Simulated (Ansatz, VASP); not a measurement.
**Y: VASP beside Ansatz**

INCAR

```
SYSTEM = Y
PREC = Accurate
ENCUT = 520
EDIFF = 1E-6
ISMEAR = -1
SIGMA = 0.1
LREAL = .FALSE.
LASPH = .TRUE.
NELM = 80
ALGO = Normal
ISIF = 2
LWAVE = .FALSE.
LCHARG = .TRUE.
GGA = RP
LELF = .TRUE.
LVHAR = .TRUE.
NBANDS = 12
```

KPOINTS

```
Automatic mesh
0
G
  11 11 11
  0 0 0
```

The input POSCAR:

```
Y
1.0
    3.3243550648      0.0000000000      0.0000000000
    0.0000000000      3.3243550648      0.0000000000
    0.0000000000      0.0000000000      3.3243550648
Y
1
Direct
    0.0000000000      0.0000000000      0.0000000000
```

Input for Ansatz:

```yaml
crystal:
  lattice:
    - [3.3243550648, 0.0, 0.0]
    - [0.0, 3.3243550648, 0.0]
    - [0.0, 0.0, 3.3243550648]
  atoms:
    - { symbol: "Y", position: [0.0, 0.0, 0.0] }
hamiltonian:
  xc: rpbe
  pseudopotentials:
    kind: paw
    azcp:
      "Y": "pseudopotentials/Y.paw.azcp"
basis:
  ecutwfc: 420
  fft_grid_basis: typed
kpoints:
  mp_grid: { grid: [11, 11, 11], shift: [0, 0, 0] }
magnetization:
  spin_polarized: false
scf:
  occupations: { method: fermi_dirac, width: 0.1 }
  lower_state_search: "off"
output:
  stress: true
  write_density: true
  write_potential: true
  elf: true
  volumetric_format: npy
```

Alike in both runs: task single point; functional RPBE; k mesh 11 × 11 × 11; occupations fermi-dirac, width 0.1 eV; no spin polarisation.

|  | VASP | Ansatz |
| --- | --- | --- |
| version | VASP 6.6.1 | Ansatz 0.2.0 |
| potentials or method | VASP PAW PBE potentials, release 64 (Y_sv) | plane waves (420 eV) with PAW, scalar-relativistic |
| plane-wave cutoff (eV) | 520 | 420 |
| valence electrons in the cell | 11 | 11 |

|  | VASP | Ansatz | Ansatz less VASP |
| --- | --- | --- | --- |
| pressure (GPa) | -0.1 | -0.1 | +0.05 |

Caveats: the PAW data sets were made with another functional, which shifts forces and pressure a little (VASP).
